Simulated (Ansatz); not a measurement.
# AlCu (rocksalt type): the cost of one run

Computed with Ansatz 0.2.0 (DFT, PBE, all-electron LAPW, scalar-relativistic, unless a step's input says otherwise).

### 1 Starting point

It takes space group Fm-3m (No. 225, cubic). Conventional cell: a = 5.051 Å, b = 5.051 Å, c = 5.051 Å, α = 90.00°, β = 90.00°, γ = 90.00°. Around Cu (site symmetry m-3m) lie 6 Al at 2.53 Å. Al (site symmetry m-3m) is surrounded by 6 Cu at 2.53 Å.

Coordinates:

```
Cu Al
1.0
     0.00000    2.52547    2.52547
     2.52547    0.00000    2.52547
     2.52547    2.52547    0.00000
Cu Al
1 1
Direct
  0.00000 0.00000 0.00000
  0.50000 0.50000 0.50000
```

Atoms are numbered in the order of the input: Cu1, Al2.

### 2 Rocksalt relaxed under pressure, LAPW

input.yaml reads:

```yaml
crystal:
  lattice:
    - [0.0, 2.5254749652, 2.5254749652]
    - [2.5254749652, 0.0, 2.5254749652]
    - [2.5254749652, 2.5254749652, 0.0]
  atoms:
    - { symbol: Cu, position: [0.0, 0.0, 0.0] }
    - { symbol: Al, position: [0.5, 0.5, 0.5] }
kpoints:
  mp_grid: { grid: [13, 13, 13] }
scf:
  occupations: { method: fermi_dirac, width: 0.05 }
hamiltonian:
  xc: pbe
  pseudopotentials: { kind: all_electron, lapw: { basis_error: 0.0005 } }
output:
  forces: true
  stress: true
  eigenvalues: true
relax:
  f_tol: 0.005
  max_steps: 12
  cell: { p_target: -0.12, stress_tol: 0.03 }
```

Launch:

```bash
$ ansatz run input.yaml --threads 1 --pin off --max-ram 3584MiB --backend cpu --events-out ev --progress --plain --runs-dir out
```

Q: Estimate wall time and peak memory on 1 thread of Intel Xeon 6975P-C (Granite Rapids), shared host.

About 14 s, with a peak of 0.45 GiB.
